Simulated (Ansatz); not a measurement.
# GaSb under changes of volume

One of the cells (24.084 Å³/atom); the others are scaled copies at fixed shape and fractional positions:

```
Sb Ga
1.0
    -1.55590    2.67500    2.89331
     1.55590   -2.67500    2.89331
     1.55590    2.67500   -2.89331
Sb Ga
1 1
Direct
  0.50000 0.50000 0.00000
  0.00000 0.00000 0.00000
```

Measurements of this composition are mostly on another form, of space group No. 216.

* Program: Ansatz 0.2.0
* Functional: r2SCAN
* Potentials or basis: Ansatz PAW
* Cutoff: 500 eV (not typed: the program's choice for these potentials)
* k mesh: 10 × 10 × 10
* Occupations: fermi-dirac, width 0.05 eV
* Spin: no spin polarisation

```csv
volume (Å³/atom),energy over the lowest point (meV/atom),pressure (GPa)
22.639,3.75,1.9
23.121,0.00,0.5
23.602,0.24,-0.7
24.084,4.02,-1.8
24.566,10.92,-2.8
25.048,?,?
25.529,32.66,-4.4
```

What does the run at 25.048 Å³/atom give?

Energy over the lowest point 20.57 meV/atom; pressure -3.6 GPa.

Worked out: A Birch-Murnaghan fit of order 3 (a polynomial in V^(-2/3)) to the other rows has its minimum at 23.33 Å³/atom with B0 = V·E''(V) = 61 GPa and B' = 5.0 at fixed shape and positions, which overstates the stiffness. It gives 20.58 meV/atom at 25.048 Å³/atom, against the run's 20.57, and -dE/dV = -3.6 GPa, against -3.6.

Energies are extrapolated to zero smearing.

Caveats: the PAW data sets come from PBE, with cores solved anew for the run's functional, which leaves a small shift of forces and pressure.
